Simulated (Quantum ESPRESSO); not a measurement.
**Rb: equation of state with PBE**

Rb:

```
CELL_PARAMETERS angstrom
-2.80250 2.80250 2.80250
2.80250 -2.80250 2.80250
2.80250 2.80250 -2.80250
ATOMIC_POSITIONS crystal
Rb 0.00000 0.00000 0.00000
```

```yaml
Program: Quantum ESPRESSO 7.5
Task: equation of state
Functional: PBE
Potentials_or_basis: SSSP 1.3 efficiency PBE
Cutoff: 816 eV
Density_cutoff: 3265 eV
k_mesh: 7 × 7 × 7
Occupations: fermi-dirac, width 0.05 eV
Spin: no spin polarisation
```

| Property | Result |
| --- | --- |
| Equilibrium volume | 90.86 Å³/atom |
| Bulk modulus | 2.8 GPa |
| Pressure derivative of the bulk modulus | 3.8 |

Energy against volume, from the lowest point:
```
volume (Å³/atom)  energy (meV/atom)
          82.761               7.23
          84.522               4.26
          86.283               2.13
          88.043               0.75
          89.804               0.06
          91.565               0.00
          93.326               0.51
```

All runs of the series together: 87 s on 1 thread of AMD EPYC 7R43 64-Core Processor (Zen 3), with other jobs on the host.

PBE usually gives volumes a little too large and moduli too small. Zero-point motion and thermal expansion aren't in these numbers.
